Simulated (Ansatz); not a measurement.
## In in Ag(111), 2x2: scattering by a point defect

How strong a scatterer is In in Ag(111), 2x2, and does relaxation matter?

Main program and level: Ansatz 0.2.0; Ansatz plane-wave DFT, PBE, PAW files; ballistic transport by layer matching (Landauer), zero bias; PAW set soft_1, in the first sound run; inputs show where later runs differ.

### Step 1. The structure

The cell holds 44 atoms: 43 Ag and 1 In. Cell: a = 5.779 Å, b = 5.779 Å, c = 26.004 Å, α = 86.8°, β = 93.2°, γ = 120.0°. It derives from Ag. Regions: lead, 24 atoms (24 Ag); scattering region, 20 atoms (19 Ag and 1 In). The structure is stacked along c, and the current runs across the ab planes.

### Step 2. Transmission at ideal sites

The defect sits in one plane of the supercell, all atoms on ideal sites; the layers about the cell's end are the lead. The mesh across the current, 10×10, is finer than the density's, because channels open and close sharply across the zone. Energies from -0.1 to 0.1 eV in steps of 0.05 eV are too few for the program's thermal sum, so it prints no conductance; for a metal the transmission near the Fermi level serves, at a fraction of the cost.

Input file input.yaml:

```yaml
crystal:
  lattice:
    - [5.7787594586, 0.0, 0.0]
    - [-2.8893797293, 5.0045524935, 0.0]
    - [-1.4446898646, 0.8340920822, 25.9508553696]
  atoms:
    - { symbol: Ag, position: [0.0075757576, 0.9924242424, 0.0454545455] }
    - { symbol: Ag, position: [0.0075757576, 0.4924242424, 0.0454545455] }
    - { symbol: Ag, position: [0.5075757576, 0.9924242424, 0.0454545455] }
    - { symbol: Ag, position: [0.5075757576, 0.4924242424, 0.0454545455] }
    - { symbol: Ag, position: [0.1893939394, 0.3106060606, 0.1363636364] }
    - { symbol: Ag, position: [0.1893939394, 0.8106060606, 0.1363636364] }
    - { symbol: Ag, position: [0.6893939394, 0.3106060606, 0.1363636364] }
    - { symbol: Ag, position: [0.6893939394, 0.8106060606, 0.1363636364] }
    - { symbol: Ag, position: [0.3712121212, 0.1287878788, 0.2272727273] }
    - { symbol: Ag, position: [0.3712121212, 0.6287878788, 0.2272727273] }
    - { symbol: Ag, position: [0.8712121212, 0.1287878788, 0.2272727273] }
    - { symbol: Ag, position: [0.8712121212, 0.6287878788, 0.2272727273] }
    - { symbol: Ag, position: [0.053030303, 0.946969697, 0.3181818182] }
    - { symbol: Ag, position: [0.053030303, 0.446969697, 0.3181818182] }
    - { symbol: Ag, position: [0.553030303, 0.946969697, 0.3181818182] }
    - { symbol: Ag, position: [0.553030303, 0.446969697, 0.3181818182] }
    - { symbol: Ag, position: [0.2348484848, 0.2651515152, 0.4090909091] }
    - { symbol: Ag, position: [0.2348484848, 0.7651515152, 0.4090909091] }
    - { symbol: Ag, position: [0.7348484848, 0.2651515152, 0.4090909091] }
    - { symbol: Ag, position: [0.7348484848, 0.7651515152, 0.4090909091] }
    - { symbol: In, position: [0.4166666667, 0.0833333333, 0.5] }
    - { symbol: Ag, position: [0.4166666667, 0.5833333333, 0.5] }
    - { symbol: Ag, position: [0.9166666667, 0.0833333333, 0.5] }
    - { symbol: Ag, position: [0.9166666667, 0.5833333333, 0.5] }
    - { symbol: Ag, position: [0.0984848485, 0.9015151515, 0.5909090909] }
    - { symbol: Ag, position: [0.0984848485, 0.4015151515, 0.5909090909] }
    - { symbol: Ag, position: [0.5984848485, 0.9015151515, 0.5909090909] }
    - { symbol: Ag, position: [0.5984848485, 0.4015151515, 0.5909090909] }
    - { symbol: Ag, position: [0.2803030303, 0.2196969697, 0.6818181818] }
    - { symbol: Ag, position: [0.2803030303, 0.7196969697, 0.6818181818] }
    - { symbol: Ag, position: [0.7803030303, 0.2196969697, 0.6818181818] }
    - { symbol: Ag, position: [0.7803030303, 0.7196969697, 0.6818181818] }
    - { symbol: Ag, position: [0.4621212121, 0.0378787879, 0.7727272727] }
    - { symbol: Ag, position: [0.4621212121, 0.5378787879, 0.7727272727] }
    - { symbol: Ag, position: [0.9621212121, 0.0378787879, 0.7727272727] }
    - { symbol: Ag, position: [0.9621212121, 0.5378787879, 0.7727272727] }
    - { symbol: Ag, position: [0.1439393939, 0.8560606061, 0.8636363636] }
    - { symbol: Ag, position: [0.1439393939, 0.3560606061, 0.8636363636] }
    - { symbol: Ag, position: [0.6439393939, 0.8560606061, 0.8636363636] }
    - { symbol: Ag, position: [0.6439393939, 0.3560606061, 0.8636363636] }
    - { symbol: Ag, position: [0.3257575758, 0.1742424242, 0.9545454545] }
    - { symbol: Ag, position: [0.3257575758, 0.6742424242, 0.9545454545] }
    - { symbol: Ag, position: [0.8257575758, 0.1742424242, 0.9545454545] }
    - { symbol: Ag, position: [0.8257575758, 0.6742424242, 0.9545454545] }
kpoints:
  mp_grid: { grid: [4, 4, 1] }
hamiltonian:
  xc: pbe
  pseudopotentials: { kind: paw, azcp: { folder: soft_1 } }
scf:
  occupations: { method: fermi_dirac, width: 0.1 }
output:
  transmission: { leads: [[0, 4]], kmesh: [10, 10], e_range: [-0.1, 0.1], de: 0.05 }
  write_potential: true
  write_density: true
  volumetric_format: npy
  elf: true
```

On the command line:

```bash
> ansatz run input.yaml --threads 4 --pin off --max-ram 15360MiB --backend cpu --events-out ev --progress --plain --runs-dir out
```

Numbers of over 12 decimals in the logs are rounded to 6 here.

The program printed:

```text
Engine: ansatz 0.2.0, x86_64-unknown-linux-gnu
Pseudopotentials: kind: paw
Pseudopotential: Ag, paw, valence charge 19, recommended cutoff 420 eV (normal), soft_1/Ag.paw.azcp
Pseudopotential: In, paw, valence charge 13, recommended cutoff 420 eV (normal), soft_1/In.paw.azcp
Functional definition: PBE
  parameter kappa = 0.804
  parameter beta = 0.066725
  exchange = pbe_x(kappa = kappa, mu = beta*pi^2/3)
  correlation = pbe_c(beta = beta)
Crystal: 44 atoms, lattice volume = 750.501 Å³
Basis set: ecut = 420 eV, 14721 PW (Γ)
Bands: 498, of which v1, the nominal top of the filled ones, is band 415 counted from 1 (414 counted from 0)
Symmetry: 4 space group operations
Space group: C2/m (ITA 12), of the structure as read, at distance tolerance 9.1e-5 Å
k-points: 7 of 16
Non-local potential: Ag, projectors of the file, l = 0: 3, l = 1: 2, l = 2: 2, l = 3: 1
Non-local potential: In, projectors of the file, l = 0: 2, l = 1: 2, l = 2: 2, l = 3: 1
PAW form: soft (Blöchl's): semilocal exchange-correlation on the pseudo side does not see the compensation charge
PAW one-centre angular grid: Ag, 590 points (default); XC on 64 Gauss nodes
PAW one-centre angular grid: In, 590 points (default); XC on 64 Gauss nodes
Initial density: superposition of atomic densities (chi_scale 0.1, normalization cell, long waves kept (reshape's long-wave potential 0.56 eV rms))
Initial wavefunctions: pseudopotential atomic-orbital guess
Functional: x = pbe(κ = 0.804, μ = 0.219515), c = pbe(β = 0.066725)
SCF iter   1: F=—  HF=-332007.238619 eV  |F-HF|=—  |Δ(HF+E_count)|=         —  Δρ=7.41e-2  dr2=1.77e2  ethr=3.10e-3  ⟨swp⟩=4.3  Hψ=10445  notcnv=0  defer=104
preconditioner: auto → Kerker (q_TF=auto, 2.774 Å⁻¹)  [metal: Δε(μ)=0.064 eV  Ē_g=10.404 eV  σ=0.100 eV  W_gap=0.16  n_scr=292 (ndim 8)  ℏωp=29.9 eV  f_vac=0.000  D(μ)=11.72/eV (n_scr^D=66)]
SCF iter   2: F=—  HF=-331996.299827 eV  |F-HF|=—  |Δ(HF+E_count)|=    1.09e1  Δρ=2.59e-2  dr2=6.97e1  ethr=3.10e-3  ⟨swp⟩=2.0  Hψ=5485  notcnv=0  defer=414
SCF iter   3: F=—  HF=-331994.237821 eV  |F-HF|=—  |Δ(HF+E_count)|=    2.06e0  Δρ=8.88e-3  dr2=2.53e1  ethr=3.10e-3  ⟨swp⟩=1.3  Hψ=4015  notcnv=0  defer=413
SCF iter   4: F=—  HF=-331993.894741 eV  |F-HF|=—  |Δ(HF+E_count)|=   3.43e-1  Δρ=4.98e-3  dr2=2.47e0  ethr=3.05e-3  ⟨swp⟩=2.3  Hψ=3129  notcnv=0  defer=413
SCF iter   5: F=—  HF=-331993.783787 eV  |F-HF|=—  |Δ(HF+E_count)|=   1.11e-1  Δρ=2.27e-3  dr2=5.85e-1  ethr=2.97e-4  ⟨swp⟩=1.1  Hψ=4013  notcnv=0  defer=417
SCF iter   6: F=—  HF=-331993.767731 eV  |F-HF|=—  |Δ(HF+E_count)|=   1.61e-2  Δρ=1.28e-3  dr2=3.75e-2  ethr=7.05e-5  ⟨swp⟩=1.0  Hψ=3056  notcnv=0  defer=417
SCF iter   7: F=—  HF=-331993.766097 eV  |F-HF|=—  |Δ(HF+E_count)|=   1.63e-3  Δρ=2.56e-4  dr2=4.76e-3  ethr=4.52e-6  ⟨swp⟩=2.0  Hψ=3130  notcnv=0  defer=417
SCF iter   8: F=—  HF=-331993.765884 eV  |F-HF|=—  |Δ(HF+E_count)|=   2.13e-4  Δρ=1.45e-4  dr2=7.28e-4  ethr=5.74e-7  ⟨swp⟩=2.0  Hψ=4717  notcnv=0  defer=417
SCF iter   9: F=—  HF=-331993.765840 eV  |F-HF|=—  |Δ(HF+E_count)|=   4.40e-5  Δρ=7.26e-5  dr2=5.88e-5  ethr=8.77e-8  ⟨swp⟩=2.0  Hψ=5650  notcnv=0  defer=417
SCF iter  10: F=—  HF=-331993.766569 eV  |F-HF|=—  |Δ(HF+E_count)|=   7.30e-4  Δρ=1.84e-5  dr2=8.21e-6  ethr=7.08e-9  ⟨swp⟩=2.0  Hψ=5928  notcnv=0  defer=418
SCF iter  11: F=—  HF=-331993.766570 eV  |F-HF|=—  |Δ(HF+E_count)|=   5.18e-7  Δρ=6.15e-6  dr2=4.87e-7  ethr=9.90e-10  ⟨swp⟩=2.9  Hψ=4651  notcnv=0  defer=418
SCF iter  12: F=-331993.766570 eV  HF=-331993.766570 eV  |F-HF|=5.47e-9  |Δ(HF+E_count)|=   2.97e-9  Δρ=1.89e-6  dr2=2.36e-8  ethr=1.20e-11  ⟨swp⟩=8.3  Hψ=13042  notcnv=0
SCF 1 converged in 12 iterations: F = -331993.766570 eV  dr2 = 2.36e-8
  greatest PAW one-centre occupation: 1.001 electrons in one spin orbital (limit 2), on the Ag atom at site 23 (counted from 0), in its partial waves of l = 0
transmission: 104 of 1023 steps passed
transmission: 212 of 1023 steps passed
[...]
transmission: 1023 of 1023 steps passed
SCF converged after 12 iterations
Free energy (F): -331993.766570 eV
Harris-Foulkes:  -331993.766570 eV  (|F-HF|=5.47e-9)
Internal energy: -331993.319880 eV  (E = F + TS)
E sigma→0 (E₀):  -331993.543225 eV
Entropy (-TS):   -0.446690 eV (-10.152 meV/atom)
Fermi energy:    17.220995 eV
--- Per-component energies (eV) ---
  E_band       = -10103.157729
  E_kinetic    = 20342.323503
  E_local      = -91046.452068  (includes V_loc(G=0)·N_el)
  E_nonlocal   = 1688.222163
  E_hartree    = 44724.218874
  E_xc         = -6992.643082
  E_vxc        = -8760.699452  (∫ρ·V_xc dr)
  E_paw        = -174287.245915  (= ΣΔE_a)
  E_vpaw       = -21775.036154  (= ΣTr[D̂ρ^β])
  E_aug_tail   = 0.016341  (compensation charges beyond the density's cutoff)
  E_ewald      = -126421.759697
  E_smearing   = -0.446690  (= −TS)
  E_closure    = -0.000000  (closes the sum)
  Σ components = -331993.766570   (vs F -331993.766570, Δ=0.00e0)
--- Band table (eV; the first three rows and the last of 7) ---
  k-point 0: bands = [... 411 lower, 17.4070, 17.4682, 17.6680, 17.7147, 17.8414, 17.8436, 18.0151, 18.0367, ... 79 higher]
  k-point 1: bands = [... 411 lower, 16.8778, 16.9809, 17.0149, 17.1283, 17.2431, 17.3274, 17.4540, 17.4778, ... 79 higher]
  k-point 2: bands = [... 411 lower, 16.8745, 16.9513, 16.9554, 17.0037, 17.0819, 17.1413, 17.1451, 17.5512, ... 79 higher]
  k-point 6: bands = [... 411 lower, 16.7923, 16.8440, 16.8451, 17.2694, 17.2797, 17.3379, 17.3586, 17.4581, ... 79 higher]
--- Transmission ---
  basis      : 253 plane waves across, 33 finite elements along
  points     : 31, standing for a mesh of 10 x 10
  energies   : 5 from -0.100000 to 0.100000 eV about the Fermi level, 0.050000 eV apart; the leads are filled to 0.000000 eV, and channels, transmission and decay are at 0.000000 eV
  crystal 0  : Ag4, at the sites [0, 4], period 2.3592 Å, over 23.59 Å; its Hamiltonian steps by up to 2.8 meV
    offset         : up to 0.0000 Å between an atom of the period and one for which it stands
    channels       : 3.210000e0 a spin
    conductance    : none, the energies end too early or step too widely for 300 K: set another output.transmission.e_range or a lower de, or, where they end at an eighth of basis.ecutwfc, a higher one
  junction   : crystal 0 to crystal 0, 0.70 to 24.29 Å
    transmission   : 2.804381e0 a spin
    conductance    : none, the energies end too early or step too widely for 300 K: set another output.transmission.e_range or a lower de, or, where they end at an eighth of basis.ecutwfc, a higher one
```

The job ended after 3.1 min (4 threads of Intel Xeon Platinum 8559C (Emerald Rapids), shared host; peak memory 6.3 GiB).

Numbers from this step:

```yaml
free_energy: -331993.7666 eV
energy_at_zero_smearing: -331993.5432 eV
fermi_energy: 17.22 eV
cell_area: 28.92 Å²
transmission_per_spin_nearest_the_fermi_level: 2.804
open_channels_per_spin_nearest_the_fermi_level: 3.21
step_of_the_lead_s_potential: 2.8 meV
```

Per spin. Transmission, zone mean against energy, zero at the Fermi level:

| energy (eV) | transmission, zone mean |
| --- | --- |
| -0.1000 | 2.93 |
| -0.0500 | 2.80 |
| 0.0000 | 2.80 |
| 0.0500 | 2.96 |
| 0.1000 | 2.98 |

Per spin. The open channels, zone mean, lead stays at 3.21 for energy from -0.1 to 0.1 eV.

Transmission over k1 and k2. At 0.0000 eV from the Fermi level.

Values, 10 rows by 10 columns:
```
2.78 3.78 2.40 2.94 2.42 3.78 2.79 2.96 2.96 2.96
2.96 2.40 3.71 2.02 2.02 3.71 2.42 2.96 2.97 2.96
2.96 2.94 2.02 3.40 2.57 3.40 2.02 2.94 2.96 2.96
2.79 2.42 2.02 2.57 2.01 2.00 2.57 2.02 2.42 2.79
3.79 3.78 3.71 3.40 2.00 0.87 2.00 3.40 3.71 3.78
2.79 2.79 2.42 2.02 2.57 2.00 2.01 2.57 2.02 2.42
2.96 2.96 2.96 2.94 2.02 3.40 2.57 3.40 2.02 2.94
2.96 2.96 2.97 2.96 2.42 3.71 2.02 2.02 3.71 2.40
2.78 2.96 2.96 2.96 2.79 3.78 2.42 2.94 2.40 3.78
3.79 2.78 2.96 2.96 2.79 3.79 2.79 2.96 2.96 2.78
```
Columns: k1 (b1) from -0.5 to 0.4; rows upwards: k2 (b2) from -0.5 to 0.4.

Open channels over k1 and k2. At 0.0000 eV from the Fermi level.

Values, 10 rows by 10 columns:
```
3.00 4.00 3.00 3.00 3.00 4.00 3.00 3.00 3.00 3.00
3.00 3.00 4.00 3.00 3.00 4.00 3.00 3.00 3.00 3.00
3.00 3.00 3.00 4.00 3.00 4.00 3.00 3.00 3.00 3.00
3.00 3.00 3.00 3.00 3.00 3.00 3.00 3.00 3.00 3.00
4.00 4.00 4.00 4.00 3.00 3.00 3.00 4.00 4.00 4.00
3.00 3.00 3.00 3.00 3.00 3.00 3.00 3.00 3.00 3.00
3.00 3.00 3.00 3.00 3.00 4.00 3.00 4.00 3.00 3.00
3.00 3.00 3.00 3.00 3.00 4.00 3.00 3.00 4.00 3.00
3.00 3.00 3.00 3.00 3.00 4.00 3.00 3.00 3.00 4.00
4.00 3.00 3.00 3.00 3.00 4.00 3.00 3.00 3.00 3.00
```
Columns: k1 (b1) from -0.5 to 0.4; rows upwards: k2 (b2) from -0.5 to 0.4.

Valence density in the ca plane at fractional y = 0.083, with atoms of In and Ag within 0.2 Å of it. It is the smooth field of the valence electrons, not physical close to the nuclei.

Ten steps, logarithmic in the rise over the least value, from '0' (0 e/Å³) to '9' (16 e/Å³), each cell a mean:
```
10014676311111000000001489973100000000000025
00136998510000000000001589973100000001111114
00136997410011000011101367752011110012443111
10024775311232100122210133321012321124664200
10012332112455311233310011100123431124664201
11000111012566311233310011110113321013442112
11001121112455310122211135531111110001111124
10013554211232100011101367752100000000000025
00025887410110000000001478863100000000110025
00136998510000000000001367752101110001232112
00126887410121100011111245421112221013553101
10013554211344210123210111110123331124664200
10001121012565311234310011110123321113553111
11000111012565311133210123321012211012321113
10001332111343200111101357752101100000110025
```
Columns run along c (16.0 Å, from fractional 0.15 to 0.76 of the cell), rows up along a (5.8 Å). Atoms in or near the plane, at fractional coordinates: In at (0.50, 0.42), Ag at (0.50, 0.92).

ELF in the ca plane at fractional y = 0.083, with atoms of In and Ag within 0.2 Å of it. It is the smooth field of the valence electrons, not physical close to the nuclei.

Ten even steps from '0' (0.01) to '9' (0.71), each cell a mean:
```
22224665322222222222222479963222222222222225
22236897422222222222222479963222222222222224
22236886422222222222222356642222222223443222
22224665322233222223222233322223332224554222
22222333222455322234322222332223432224554222
22222222223565422234322333333223332223443223
22222222222454322223223332233322222222222224
22223454222333222222233320023332222222222235
22235776422222222222333310013332222222222224
22236897422222222222233310023332222222332223
22235776422222222222223332233322322223554222
22223554222344322233323333333223432224564222
22222222223555422234322332222223432224553222
22222222223555322233322233332222322222332223
22222333222343222222222356653222222222222225
```
Columns run along c (16.0 Å, from fractional 0.15 to 0.76 of the cell), rows up along a (5.8 Å). Atoms in or near the plane, at fractional coordinates: In at (0.50, 0.42), Ag at (0.50, 0.92).

Electrostatic potential energy in the ca plane at fractional y = 0.083, with atoms of In and Ag within 0.2 Å of it. With pseudopotentials it is smooth inside the atoms' cores, unlike the true potential.

Ten even steps from '0' (-12 eV) to '9' (20 eV), each cell a mean:
```
99984001589888999999998304405999999999999971
99960230389999999999998204305999999999888984
99960130389999999999998510027998889997446898
99973002699766899977799864579986568984113799
99997557897312589854689988899975458973003899
89999999996201489754689987689986578986346897
89999878997323699877888731137898889998889983
99996324798767899998998300005899999999999971
99972010489999999999997200004899999999999972
99950240389999999999998300005899899998667986
99961010489888999988898621148987679985224899
99985224898534799865689876789975468973003799
89999888997201489754589988899975468984115898
89999999996201589865789875579987789997668985
89998657898535799988899610027999999999999971
```
Columns run along c (16.0 Å, from fractional 0.15 to 0.76 of the cell; values clipped at the 3rd and 97th percentile), rows up along a (5.8 Å). Atoms in or near the plane, at fractional coordinates: In at (0.50, 0.42), Ag at (0.50, 0.92).

Over the solved energies the transmission per spin lies between 2.80 and 2.98, out of 3.21 channels of the lead on average (up to 3.21).

### Step 3. Resistance at ideal sites

This step: Ansatz plane-wave DFT, PBE, PAW files; ballistic transport by layer matching (Landauer), zero bias; area resistance of the defect plane and resistivity an atomic per cent; PAW set soft_1 (Ansatz 0.2.0).

This step gave:

- area resistance: 0.1446 fΩ m²
- T over the leads' mean channel count: 0.8894
- resistivity per at.% scaled from this dense plane, with the factor 3/4 for isotropic scattering: 1.839 µΩ cm

Averaged over the energies near the Fermi level, 88.9 % of the channels pass, which makes 0.145 fΩ m².

By hand, with T and the leads' channels N averaged over the energies near the Fermi level: RA = A (h/2e²)(1/T − 1/N) = 28.92×10⁻²⁰ m² × 12 906 Ω × (1/2.855 − 1/3.210) = 0.145 fΩ m². Per atomic per cent: RA × A / V_atom × 0.01 × 3/4 = 1.84 µΩ cm, with the host's V_atom = 17.06 Å³.

### Step 4. The same junction, with changed settings

The run is repeated with changed settings as a check of sensitivity.

This step: Ansatz plane-wave DFT, PBE, PAW files; ballistic transport by layer matching (Landauer), zero bias; changed: hamiltonian.pseudopotentials = {"kind": "paw", "source": "ansatz"}, hamiltonian.dispersion = "d3bjatm" (Ansatz 0.2.0).

Edit input.yaml of step 2 so:

```diff
@@ -54,3 +54,4 @@
   xc: pbe
-  pseudopotentials: { kind: paw, azcp: { folder: soft_1 } }
+  pseudopotentials: { kind: paw, source: ansatz }
+  dispersion: d3bjatm
 scf:
@@ -62,2 +63 @@
   volumetric_format: npy
-  elf: true
```

The program printed:

```text
[...]
Crystal: 44 atoms, lattice volume = 750.501 Å³
Basis set: ecut = 710 eV, 32363 PW (Γ)
Bands: 503, of which v1, the nominal top of the filled ones, is band 419 counted from 1 (418 counted from 0)
[... 1 set-up line as in the run before ...]
[...]
k-points: 7 of 16
[...]
SCF iter   1: F=—  HF=-336043.681204 eV  |F-HF|=—  |Δ(HF+E_count)|=         —  Δρ=6.80e-2  dr2=2.70e2  ethr=3.10e-3  ⟨swp⟩=4.9  Hψ=10576  notcnv=0  defer=278
[...]
SCF iter  14: F=-336028.725020 eV  HF=-336028.725020 eV  |F-HF|=1.06e-8  |Δ(HF+E_count)|=   8.06e-8  Δρ=1.80e-6  dr2=3.30e-8  ethr=1.19e-11  ⟨swp⟩=9.4  Hψ=16037  notcnv=0
SCF 1 converged in 14 iterations: F = -336028.725020 eV  dr2 = 3.30e-8
[...]
transmission: 174 of 1736 steps passed
transmission: 348 of 1736 steps passed
[...]
transmission: 1736 of 1736 steps passed
SCF converged after 14 iterations
Free energy (F): -336028.725020 eV
[...]
Internal energy: -336028.278800 eV  (E = F + TS)
E sigma→0 (E₀):  -336028.501910 eV
Entropy (-TS):   -0.446220 eV (-10.141 meV/atom)
Fermi energy:    19.115365 eV
[...]
--- Band table (eV; the first three rows and the last of 7) ---
  k-point 0: bands = [... 415 lower, 19.3016, 19.3629, 19.5627, 19.6095, 19.7363, 19.7386, 19.9101, 19.9318, ... 80 higher]
  k-point 1: bands = [... 415 lower, 18.7718, 18.8750, 18.9092, 19.0226, 19.1376, 19.2219, 19.3487, 19.3724, ... 80 higher]
  k-point 2: bands = [... 415 lower, 18.7684, 18.8454, 18.8495, 18.8977, 18.9759, 19.0355, 19.0393, 19.4459, ... 80 higher]
  k-point 6: bands = [... 415 lower, 18.6860, 18.7378, 18.7389, 19.1638, 19.1741, 19.2324, 19.2531, 19.3523, ... 80 higher]
--- Transmission ---
  basis      : 433 plane waves across, 56 finite elements along
  points     : 31, standing for a mesh of 10 x 10
[...]
channels       : 3.210000e0 a spin
[...]
junction   : crystal 0 to crystal 0, 0.61 to 24.20 Å
    transmission   : 2.804000e0 a spin
[...]
```

The job ended after 14 min (4 threads; peak memory 11 GiB).

This step gave:

```yaml
free_energy: -336028.7250 eV
energy_at_zero_smearing: -336028.5019 eV
fermi_energy: 19.12 eV
```

Per spin. Transmission, zone mean against energy, zero at the Fermi level:

| energy (eV) | transmission, zone mean |
| --- | --- |
| -0.1000 | 2.93 |
| -0.0500 | 2.80 |
| 0.0000 | 2.80 |
| 0.0500 | 2.96 |
| 0.1000 | 2.98 |

The transmission per spin nearest the Fermi level is unchanged within 0.05 %.

### Step 5. Summary of results

- share of channels that pass, rigid: 0.889
- area resistance, rigid: 0.145 fΩ m²
- resistivity per at.% from the area resistance, times 3/4, rigid: 1.84 µΩ cm

The plane of defects adds 0.14 fΩ m². Scaled to one atomic per cent that is 2.5 µΩ cm as it stands and 1.8 with the factor 3/4 for isotropic scattering on a spherical Fermi surface. These are rough estimates of the dilute value, not bounds. One In in each 2x2 cell reflects 11 % of the lead's channels. The defects form a dense periodic sheet that scatters coherently, unlike a dilute random alloy. T and N are means over the solved energies nearest the Fermi level.

[Logs are printed without paths, hosts, clocks, repeated set-up lines and the standing remarks that a program may print on its own settings, such as how far it seeks lower states.]

[Hosts, paths, dates, database ids (printed as entryN), source tags and the programs' standing remarks are cut or masked in the printed files.]
